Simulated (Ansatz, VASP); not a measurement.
Two plane-wave programs on Mo

INCAR

```
PREC = Accurate
ENCUT = 600
EDIFF = 1E-6
ISMEAR = 0
SIGMA = 0.1
LREAL = False
LASPH = True
NELM = 100
ALGO = Normal
ISIF = 3
LWAVE = False
LCHARG = False
GGA = PS
IBRION = 2
NSW = 80
EDIFFG = -0.05
```

KPOINTS

```
regular mesh
0
Gamma
  10 10 10
```

Contents of POSCAR:

```
Mo
1.0
   -1.5316601409      1.5316601409      1.5316601409
    1.5316601409     -1.5316601409      1.5316601409
    1.5316601409      1.5316601409     -1.5316601409
Mo
1
Direct
    0.0000000000      0.0000000000      0.0000000000
```

Input for Ansatz:

```yaml
crystal:
  lattice:
    - [-1.5316601409, 1.5316601409, 1.5316601409]
    - [1.5316601409, -1.5316601409, 1.5316601409]
    - [1.5316601409, 1.5316601409, -1.5316601409]
  atoms:
    - { symbol: Mo, position: [0.0, 0.0, 0.0] }
basis:
  ecutwfc: 420
kpoints:
  mp_grid: { grid: [10, 10, 10] }
hamiltonian:
  xc: pbesol
scf:
  occupations: { method: gaussian, width: 0.1 }
output:
  forces: true
  stress: true
  eigenvalues: true
relax:
  adjacent_minimum: "off"
  f_tol: 0.05
  max_steps: 60
  cell: { stress_tol: 0.5 }
```

Alike in both runs: task relaxation of cell and atoms; functional PBEsol; k mesh 10 × 10 × 10; occupations gaussian, width 0.1 eV; no spin polarisation.

```csv
,VASP,Ansatz
version,VASP 6.6.1,Ansatz 0.2.0
potentials or method,"VASP PAW PBE potentials, release 64 (Mo_sv)","scalar-relativistic, plane waves, PAW"
plane-wave cutoff (eV),600,420
valence electrons in the cell,14,14
```

```csv
,VASP,Ansatz,Ansatz less VASP
"gap on the k mesh at the Fermi level, each at its own relaxed structure (eV)",none,none,-
relaxed volume (Å³/atom),15.33,15.30,-0.029
relaxed cell length with the largest relative difference (Å),2.710,2.709,-0.0017
energy change over the relaxation (meV/atom),-57,-53,+3.1
```

A gap of «none» marks a metal or a gap that the smearing closes.

Caveats: the PAW data sets were made with another functional, which shifts forces and pressure a little (VASP).
